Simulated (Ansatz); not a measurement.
A nudged elastic band was laid between two geometries of a periodic cell of 20 atoms, HC₁₈N (surface graphene monolayer, adsorbate NH).

These are results of DFT r2SCAN-D3(BJ), scalar-relativistic, plane waves, PAW (Ansatz 0.2.0), not measurements. Settings: cutoff 500 eV, k mesh 2x2x1, gaussian smearing 0.05 eV, no spin polarisation.

```
movable images  : 5
climbing image  : yes
spring          : 5.0 eV/Å²
optimiser       : quadratic models (default)
start path      : IDPP
force threshold : 0.05 eV/Å
iteration limit : 24
end points      : relaxed
```

Image 0:

```xyz
20
Lattice="7.3980 0.0000 0.0000 -3.6990 6.4069 0.0000 0.0000 0.0000 11.0000" Properties=species:S:1:pos:R:3
C -0.073 0.100 0.918
C 1.147 0.803 0.922
C -1.309 2.226 0.912
C -0.072 2.913 1.001
C -2.550 4.376 0.911
C -1.341 5.102 1.002
C 2.381 0.082 0.973
C 3.641 0.810 0.973
C 1.141 2.233 0.969
C 2.399 2.959 0.969
C -0.116 4.348 1.294
C 1.195 5.105 1.295
C 4.854 0.136 1.003
C 6.088 0.820 0.912
C 3.635 2.239 0.922
C 4.853 2.944 0.918
C 2.416 4.350 1.002
C 3.629 5.077 0.912
N 0.514 4.770 2.572
H 0.984 3.956 2.969
```

Image 6:

```xyz
20
Lattice="7.3980 0.0000 0.0000 -3.6990 6.4069 0.0000 0.0000 0.0000 11.0000" Properties=species:S:1:pos:R:3
C 0.007 -0.089 0.945
C 1.225 0.615 0.949
C -1.228 2.034 0.939
C 0.006 2.718 1.029
C -2.468 4.183 0.939
C -1.256 4.911 1.029
C 2.461 -0.105 0.996
C 3.719 0.621 0.996
C 1.218 2.044 1.000
C 2.479 2.772 1.001
C -0.035 4.156 1.321
C 1.277 4.913 1.322
C 4.932 -0.059 1.029
C 6.169 0.628 0.939
C 3.713 2.051 0.950
C 4.932 2.754 0.945
C 2.502 4.159 1.030
C 3.711 4.885 0.939
N 0.646 4.491 2.599
H 0.175 5.304 2.994
```

Which bonds break or form, and what moves?

The atom that moves furthest is H20, by 1.57 Å; four of its nearest neighbours are N19 1.02, C12 2.04, C11 2.04, C4 2.46 Å at the first end and N19 1.02, C11 2.04, C12 2.04, C6 2.46 Å at the last.

Give the energies along the band, and the barrier.

The forces met the threshold. The highest image is number 3 of 0 to 6, 0.92 eV above the ends, which have the same energy within 2 meV. The order of the point at the top wasn't checked. Limits of this set-up: slab without dipole correction, open-shell adsorbate without spin, a typed lattice constant that wasn't relaxed here.

```csv
image,path coordinate (Å),energy (eV)
0,0.00,0.00
1,0.38,0.11
2,0.76,0.52
3,1.13,0.92
4,1.51,0.51
5,1.89,0.11
6,2.27,0.00
```

What is the geometry of the highest image?


```xyz
20
Lattice="7.3980 0.0000 0.0000 -3.6990 6.4069 0.0000 0.0000 0.0000 11.0000" Properties=species:S:1:pos:R:3:forces:R:3
C -0.032 0.006 0.896 0.00 0.00 0.00
C 1.187 0.709 0.903 0.00 0.00 0.00
C -1.270 2.129 0.891 0.00 0.00 0.00
C -0.037 2.810 0.996 0.00 0.00 0.00
C -2.511 4.279 0.891 0.00 0.00 0.00
C -1.305 5.006 0.996 0.00 0.00 0.00
C 2.421 -0.012 0.959 0.00 0.00 0.00
C 3.680 0.715 0.959 0.00 0.00 0.00
C 1.179 2.139 0.959 0.00 0.00 0.00
C 2.438 2.866 0.959 0.00 0.00 0.00
C -0.094 4.241 1.331 -0.02 -0.01 0.02
C 1.254 5.020 1.328 0.00 0.00 0.03
C 4.896 0.043 0.993 0.01 0.00 0.00
C 6.129 0.725 0.890 -0.01 0.00 0.00
C 3.672 2.144 0.904 0.00 0.00 -0.01
C 4.891 2.848 0.898 0.00 0.00 0.00
C 2.464 4.254 0.993 0.00 0.01 0.00
C 3.671 4.981 0.890 0.00 -0.01 0.00
N 0.581 4.631 2.494 0.03 0.01 -0.03
H 0.589 4.636 3.492 -0.02 -0.01 -0.01
```

Run time: 11 min on 2 threads of Intel(R) Xeon(R) Platinum 8488C (Sapphire Rapids) (shared host), peak memory 3 GiB.
